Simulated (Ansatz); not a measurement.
All numbers below come from DFT PBE+D3(BJ), scalar-relativistic, plane waves, PAW in Ansatz 0.2.0. Settings: cutoff 420 eV, Γ-centred meshes spaced at most about 0.3 Å⁻¹, and about 0.25 Å⁻¹ or finer for metals (2π included), Gaussian smearing. No spin polarisation.

Each guess is relaxed in cell and atoms at zero pressure, on a coarse mesh first where it starts far from rest and then on a converged one. The steps can't lower the symmetry of the start, but it can rise. Energies are static (0 K, no zero-point motion).

This guess for Si isn't its lowest structure:

```
Si
1.0
     3.87000    0.00000    0.00000
    -1.93500    3.35152    0.00000
     0.00000    0.00000    3.68000
Si
2
Direct
  0.33333 0.66667 0.94022
  0.66667 0.33333 0.05978
```

Question: What does it relax into?

Answer: P-3m1 at 23.9 Å³/atom → P-3m1 at 20.6 Å³/atom. Conventional cell: a = 3.842 Å, c = 3.227 Å. Si is surrounded by 3 Si at 2.35 Å.

```cif
data_structure
_symmetry_space_group_name_H-M 'P-3m1'
_symmetry_Int_Tables_number 164
_cell_length_a 3.8422
_cell_length_b 3.8422
_cell_length_c 3.2268
_cell_angle_alpha 90.000
_cell_angle_beta 90.000
_cell_angle_gamma 120.000
_cell_volume 41.25
loop_
_atom_site_label
_atom_site_type_symbol
_atom_site_symmetry_multiplicity
_atom_site_Wyckoff_symbol
_atom_site_fract_x
_atom_site_fract_y
_atom_site_fract_z
_atom_site_occupancy
Si1 Si 2 d 0.33333 0.66667 0.88117 1
```

Question: How far does this end lie above the lowest form of Si relaxed in the same way, and what is that form?

Answer: It lies 0.39 eV/atom above the lowest of the 9 forms computed, a structure that the Crystallography Open Database (COD) lists, of the diamond type. Space group Fd-3m (No. 227), cubic, a = 5.422 Å. Si has 4 Si at 2.35 Å. That form has 19.9 Å³/atom and a gap of 0.56 eV on its mesh; the guess's end has none. Counting all near atoms (those within 1.25 times the shortest such distance or 1.15 times the sum of covalent radii), the guess's end has Si 3 and the lowest form has Si 4.

Kohn–Sham gaps at this level usually fall short of measured ones. Some candidate types were left out of the draw beforehand, so a known form may be missing.
